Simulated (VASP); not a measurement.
Input of a VASP 6.6.1 run:

File INCAR:

```
SYSTEM = AgCl
PREC     = Accurate       ! precision mode
ENCUT    = 520            ! plane-wave cutoff, eV
EDIFF    = 1E-7           ! SCF threshold, eV
ISMEAR   = 0              ! smearing method
SIGMA    = 0.05           ! smearing width, eV
LREAL    = .False.        ! projectors in reciprocal space
LASPH    = .True.         ! aspherical terms in the spheres
NELM     = 100            ! most SCF steps
ALGO     = Fast           ! electronic algorithm
ISIF     = 2              ! what is computed and relaxed
LWAVE    = .False.        ! write WAVECAR
LCHARG   = .False.        ! write CHGCAR
GGA      = PS             ! functional
NBANDS   = 16             ! bands
```

KPOINTS

```
Automatic mesh
0
Gamma
  12 12 12
  0 0 0
```

POSCAR

```
AgCl
1.0
    3.4339730000      0.0000000000      0.0000000000
    0.0000000000      3.4339730000      0.0000000000
    0.0000000000      0.0000000000      3.4339730000
Ag Cl
1 1
Direct
    0.0000000000      0.0000000000      0.0000000000
    0.5000000000      0.5000000000      0.5000000000
```

Potentials or basis: VASP PAW PBE potentials, release 64 (Ag, Cl).

Command:

```console
$ cat potpaw_PBE.64/Ag/POTCAR potpaw_PBE.64/Cl/POTCAR > POTCAR
$ mpirun -np 1 vasp_std > vasp.out
```

Task: Estimate the band gap on the k mesh.

Result: 0.41 eV, indirect (least direct gap 1.93 eV).

Task: What does it give for the pressure?

Result: -4.7 GPa.

Caveat: the PAW data sets were made with another functional, which shifts forces and pressure a little. A k mesh can miss the band edges.
